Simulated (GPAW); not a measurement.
# C (P6_3/mmc) in GPAW: single point with LDA

Aim: the single point of C with LDA.

The COD entry that gives the cell may itself be a prediction, so a difference from it is no test against experiment.

All numbers are computed with GPAW 26.7.0; they aren't measurements. Logs are shortened: lines on timing, memory, paths and dates and some standing lists are left out, and cuts for length are marked. The log counts tension as positive stress, the text compression.

**1. The crystal as given**

Symmetry: P6_3/mmc, No. 194, hexagonal system. The conventional cell has a = 2.522 Å, b = 2.522 Å, c = 12.356 Å, α = 90.00°, β = 90.00°, γ = 120.00°. C (site symmetry 3m) is surrounded by 4 C at 1.54 Å. Around C (site symmetry 3m) lie 4 C at 1.54 Å. Around C (site symmetry 3m) lie 4 C at 1.54 Å.

This is a hexagonal form of diamond, not graphite.

**2. Single point, LDA**

run.py reads:

```python
from ase.dft.bandgap import bandgap
from ase.io import read, write
from ase.units import GPa
from gpaw import GPAW, PW

atoms = read('C.cif')

calc = GPAW(mode=PW(600),
            xc='LDA',
            kpts={'size': (10, 10, 2), 'gamma': True},
            occupations={'name': 'fermi-dirac', 'width': 0.05},
            nbands=46,
            convergence={'density': 1e-05, 'energy': 1e-05},
            maxiter=80,
            txt='gpaw.txt')
atoms.calc = calc
energy = atoms.get_potential_energy()
forces = atoms.get_forces()
stress = atoms.get_stress()
calc.write('gs.gpw')
write('result.traj', atoms)
print(f'Energy: {energy:.6f} eV')
print('Forces (eV/A):')
print(forces.round(4))
print('Stress (GPa):', (stress / GPa).round(3))
print('Fermi level:', round(calc.get_fermi_level(), 4), 'eV')
print(f'Gap: {bandgap(calc)[0]:.4f} eV, direct: {bandgap(calc, direct=True)[0]:.4f} eV')
```

C.cif reads:

```cif
data_C
_cell_length_a 2.52210000
_cell_length_b 2.52210000
_cell_length_c 12.35570000
_cell_angle_alpha 90.00000000
_cell_angle_beta 90.00000000
_cell_angle_gamma 120.00000000
_space_group_name_H-M_alt 'P6_3/mmc'
_space_group_name_Hall '-P 6c 2c'
_space_group_IT_number 194
loop_
_space_group_symop_operation_xyz
'x,y,z'
'-x,-y,-z'
'x-y,x,z+1/2'
'-x+y,-x,-z+1/2'
'-y,x-y,z'
'y,-x+y,-z'
'-x,-y,z+1/2'
'x,y,-z+1/2'
'-x+y,-x,z'
'x-y,x,-z'
'y,-x+y,z+1/2'
'-y,x-y,-z+1/2'
'-y,-x,-z+1/2'
'y,x,z+1/2'
'-x,-x+y,-z'
'x,x-y,z'
'-x+y,y,-z+1/2'
'x-y,-y,z+1/2'
'y,x,-z'
'-y,-x,z'
'x,x-y,-z+1/2'
'-x,-x+y,z+1/2'
'x-y,-y,-z'
'-x+y,y,z'
loop_
_atom_site_label
_atom_site_type_symbol
_atom_site_symmetry_multiplicity
_atom_site_Wyckoff_symbol
_atom_site_fract_x
_atom_site_fract_y
_atom_site_fract_z
_atom_site_occupancy
C1 C 4 f 0.6666666667 0.3333333333 0.3541700000 1
C2 C 4 f 0.6666666667 0.3333333333 0.4791700000 1
C3 C 4 e 0.0000000000 0.0000000000 0.8125000000 1
```

Potentials or basis: the program's PAW data sets (release 1.2.1) made for this functional, pw.

Run with:

```console
> OMP_NUM_THREADS=1 python run.py
```

gpaw.txt:

```text
__  _  _
 | _ |_)|_||  |
 |__||  | ||/\| - 26.7.0

Input parameters:
  mode=PW(ecut=600.0),
  convergence={'density': 1e-05, 'energy': 1e-05},
  kpts=MonkhorstPack(size=(10, 10, 2), gamma=True),
  maxiter=80,
  nbands=46,
  occupations=Occupations(name='fermi-dirac', width=0.05),
  xc=XC(name='LDA')

Diagonalizing LCAO Hamiltonian
Converting LCAO to pw mode

        C

        C

       C
        C
       C
        C
           C

           C
       C

       C   C

           C

Atoms  # Å, Bohr magnetons
|    | symbol |         x |        y |         z |    initial magnetic moments |
|----|--------|-----------|----------|-----------|-----------------------------|
|  0 |      C |  1.261050 | 0.728068 |  4.376018 | ( 0.0000,  0.0000,  0.0000) |
|  1 |      C | -0.000000 | 1.456135 |  7.979682 | ( 0.0000,  0.0000,  0.0000) |
|  2 |      C |  0.000000 | 1.456135 | 10.553868 | ( 0.0000,  0.0000,  0.0000) |
|  3 |      C |  1.261050 | 0.728068 |  1.801832 | ( 0.0000,  0.0000,  0.0000) |
|  4 |      C |  1.261050 | 0.728068 |  5.920481 | ( 0.0000,  0.0000,  0.0000) |
|  5 |      C | -0.000000 | 1.456135 |  6.435219 | ( 0.0000,  0.0000,  0.0000) |
|  6 |      C |  0.000000 | 1.456135 | 12.098331 | ( 0.0000,  0.0000,  0.0000) |
|  7 |      C |  1.261050 | 0.728068 |  0.257369 | ( 0.0000,  0.0000,  0.0000) |
|  8 |      C |  0.000000 | 0.000000 | 10.039006 | ( 0.0000,  0.0000,  0.0000) |
|  9 |      C |  0.000000 | 0.000000 |  2.316694 | ( 0.0000,  0.0000,  0.0000) |
| 10 |      C |  0.000000 | 0.000000 |  3.861156 | ( 0.0000,  0.0000,  0.0000) |
| 11 |      C |  0.000000 | 0.000000 |  8.494544 | ( 0.0000,  0.0000,  0.0000) |

Unit cell  # Å
| periodic |         x |        y |         z |   lengths |     angles |
|----------|-----------|----------|-----------|-----------|------------|
|      yes |  2.522100 | 0.000000 |  0.000000 |  2.522100 |  90.000000 |
|      yes | -1.261050 | 2.184203 |  0.000000 |  2.522100 |  90.000000 |
|      yes |  0.000000 | 0.000000 | 12.355700 | 12.355700 | 120.000000 |

Number of symmetries: 12
Symmetry operations  # r_c * U_cc + t_c -> r_c
|    | kind |            matrix            |
|----|------|------------------------------|
|  0 |  σ   |  1, 1, 0,  0,-1, 0,  0, 0, 1 |
|  1 |  S6  |  1, 1, 0, -1, 0, 0,  0, 0,-1 |
|  2 |  E   |  1, 0, 0,  0, 1, 0,  0, 0, 1 |
|  3 |  C2  |  1, 0, 0, -1,-1, 0,  0, 0,-1 |
|  4 |  C2  |  0, 1, 0,  1, 0, 0,  0, 0,-1 |
|  5 |  C3  |  0, 1, 0, -1,-1, 0,  0, 0, 1 |
|  6 |  S6  |  0,-1, 0,  1, 1, 0,  0, 0,-1 |
|  7 |  σ   |  0,-1, 0, -1, 0, 0,  0, 0, 1 |
|  8 |  σ   | -1, 0, 0,  1, 1, 0,  0, 0, 1 |
|  9 |  i   | -1, 0, 0,  0,-1, 0,  0, 0,-1 |
| 10 |  C3  | -1,-1, 0,  1, 0, 0,  0, 0, 1 |
| 11 |  C2  | -1,-1, 0,  0, 1, 0,  0, 0,-1 |

BZ-sampling:
  Number of BZ points: 200
  Number of IBZ points: 28

  Monkhorst-Pack size: [10, 10, 2]
  Monkhorst-Pack shift: [0.05, 0.05, 0.25]

K-points  # in reciprocal-cell coordinates
|     |                                coordinates |     weight |
|-----|--------------------------------------------|------------|
|   0 | (  0.00000000,   0.00000000,   0.00000000) | 0.00500000 |
|   1 | (  0.00000000,   0.00000000,   0.50000000) | 0.00500000 |
|   2 | (  0.10000000,   0.00000000,   0.00000000) | 0.03000000 |
|   3 | (  0.10000000,   0.00000000,   0.50000000) | 0.03000000 |
|   4 | (  0.20000000,  -0.10000000,   0.00000000) | 0.03000000 |
|   5 | (  0.20000000,  -0.10000000,   0.50000000) | 0.03000000 |
|   6 | (  0.20000000,   0.00000000,   0.00000000) | 0.03000000 |
|   7 | (  0.20000000,   0.00000000,   0.50000000) | 0.03000000 |
|   8 | (  0.30000000,  -0.10000000,   0.00000000) | 0.06000000 |
|   9 | (  0.30000000,  -0.10000000,   0.50000000) | 0.06000000 |
| ... |                                            |            |
|  27 | (  0.50000000,   0.50000000,   0.50000000) | 0.01500000 |

Plane wave coefficients: 2300
Cutoff: 600.0 eV

Spin-components: 1 (collinear spins)
Bands:           46
Projectors:      60
Spin-degeneracy: 2
Datatype:        complex128

Density:
  Valence electrons: 48.0
  Components: 1
  Grid points: [15 15 70]
  Charge: 0.0  # |e|

Potential:
  Grid points: [15 15 70]

species:
  C:
    name:    Carbon
    Z:       6.0
    valence: 4
    core:    2
    charge:  0.0  # [|e|]
    compensation charges:
      type: gauss
      rc: 0.20  # [Å]
      lmax: 2
    cutoffs:
      filter: 1.14  # [Å]
      core: 1.14  # [Å]
    projectors
    | kind |    occ | energy [eV] | rcut [Å] |
    |------|--------|-------------|----------|
    |   2s |  2.000 |     -13.639 |    0.635 |
    |   2p |  2.000 |      -5.414 |    0.635 |
    |    s |        |      13.573 |    0.635 |
    |    p |        |      21.797 |    0.635 |
    |    d |        |       0.000 |    0.635 |

    Using partial waves for C as LCAO basis

Reference energy: -12225.630454  # eV

eigensolver:
  PPCG
  Converge bands: occupied
  niter=2

density mixing:
  MSR1-Mixer
  Pratt-step length: 0.05
  Maximum mixing coefficient: 0.75
  Old densities: 10
  SVD Regularization: 0.005
  Good broyden scale: 1.0
  Trust region scale: 1.0
  Backstep threshold: 4.0
  History deletion threshold: 6.0
  Fourier metric: weight=20.0, sigma=0.015

occupation numbers:
  Fermi-Dirac:
    width: 0.0500  # eV

poisson solver:
  ecut: 4800.0  # eV

xc functional:
  name: None

convergence criteria:
- Maximum integral of absolute [dens]ity change: 1e-05 electrons / valence electron
- Maximum [total energy] change in last 3 cyles: 1e-05 eV / valence electron
- Maximum integral of absolute [eigenst]ate change: 4e-08 eV^2 / valence electron
maximum number of iterations: 80

SCF iterations
|iter     | |      energy | eigst |  dens |
|---------|-|-------------|-------|-------|
|iter:   1| | -125.329284 | +0.10 |       |
|iter:   2| | -124.838022 | -2.52 | -0.80 |
|iter:   3| | -121.499699 | -1.24 | -0.82 |
|iter:   4| | -121.473331 | -2.53 | -1.53 |
|iter:   5| | -121.477265 | -3.92 | -2.18 |
|iter:   6| | -121.477317 | -4.77 | -2.78 |
|iter:   7| | -121.477292c| -6.09 | -3.53 |
|iter:   8| | -121.477292c| -7.35 | -4.01 |
|iter:   9| | -121.477292c| -7.70c| -4.42 |
|iter:  10| | -121.477292c| -8.66c| -5.98c|

Converged in 10 steps
Energy contributions relative to reference atoms: (reference = -12225.630454)

Energy contributions:
  Kinetic:         102.502642
  Coulomb:         -96.137762
  Zero:              0.215317
  External:          0.000000
  Xc:             -128.057489
  Entropy:           0.000000
  Spinorbit:         0.000000
  ----------------------------
  Free energy:    -121.477292
  Extrapolated:   -121.477292

dipole moment: (-9.965631, -17.260978, 0.000036)  # |e|*Ang

Fermi level: 13.825
Eigenvalues  # (at kpt = [0.000, 0.000, 0.000])
| band index |      eig [eV] | occ [0-2] |
|------------|---------------|-----------|
|          0 |        -9.526 |     2.000 |
|        ... |               |           |
|         16 |         9.551 |     2.000 |
|         17 |        10.773 |     2.000 |
|         18 |        10.773 |     2.000 |
|         19 |        10.917 |     2.000 |
|         20 |        10.917 |     2.000 |
|         21 |        11.746 |     2.000 |
[... 8 lines left out ...]
|         30 |        18.731 |     0.000 |
|         31 |        18.861 |     0.000 |
|        ... |               |           |
|         45 |        26.845 |     0.000 |

Gap: 4.338 eV
Transition (v -> c):
  (s=0, k=0, n=23, [0.00, 0.00, 0.00]) -> (s=0, k=16, n=24, [0.40, 0.00, 0.00])
Direct/indirect transitions are different
Direct gap: 5.256 eV
Transition at: (s=0, k=0, n=23, [0.00, 0.00, 0.00])

Forces  # eV/Ang
|        x |        y |        z |
|----------|----------|----------|
| -0.00000 | -0.00000 |  0.31193 |  # C    0
| -0.00000 |  0.00000 | -0.31193 |  # C    1
|  0.00000 |  0.00000 |  0.31193 |  # C    2
|  0.00000 | -0.00000 | -0.31193 |  # C    3
|  0.00000 |  0.00000 | -0.02727 |  # C    4
|  0.00000 | -0.00000 |  0.02727 |  # C    5
| -0.00000 | -0.00000 | -0.02727 |  # C    6
| -0.00000 |  0.00000 |  0.02727 |  # C    7
| -0.00000 | -0.00000 |  0.33867 |  # C    8
|  0.00000 |  0.00000 | -0.33867 |  # C    9
| -0.00000 |  0.00000 |  0.33867 |  # C   10
|  0.00000 |  0.00000 | -0.33867 |  # C   11

Stress tensor  # eV/Ang^3
|         x |         y |        z |
|-----------|-----------|----------|
|  0.094415 | -0.000000 | 0.000000 |
| -0.000000 |  0.094415 | 0.000000 |
|  0.000000 |  0.000000 | 0.042712 |

# Writing to gs.gpw (mode='')
```

It took 57 s on 1 thread of Arm Neoverse V1, shared host; peak memory 0.23 GiB.

What came out:

```
Free energy            : -121.4773 eV
Pressure               : -12.4 GPa
Largest force          : 0.339 eV/Å
Band gap on the k mesh : 4.34 eV, indirect (least direct gap 5.26 eV)
```

Forces on the atoms (eV/Å):
```
C    0.000  0.000  0.312
C    0.000  0.000 -0.312
C    0.000  0.000  0.312
C    0.000  0.000 -0.312
C    0.000  0.000 -0.027
C    0.000  0.000  0.027
C    0.000  0.000 -0.027
C    0.000  0.000  0.027
C    0.000  0.000  0.339
C    0.000  0.000 -0.339
C    0.000  0.000  0.339
C    0.000  0.000 -0.339
```

Stress tensor (GPa, compression positive):
```
-15.13   0.00   0.00
  0.00 -15.13   0.00
  0.00   0.00  -6.84
```

Caveat: the cutoff is short for stress and forces, so pressures can be off by a GPa or more. A k mesh can miss the band edges.
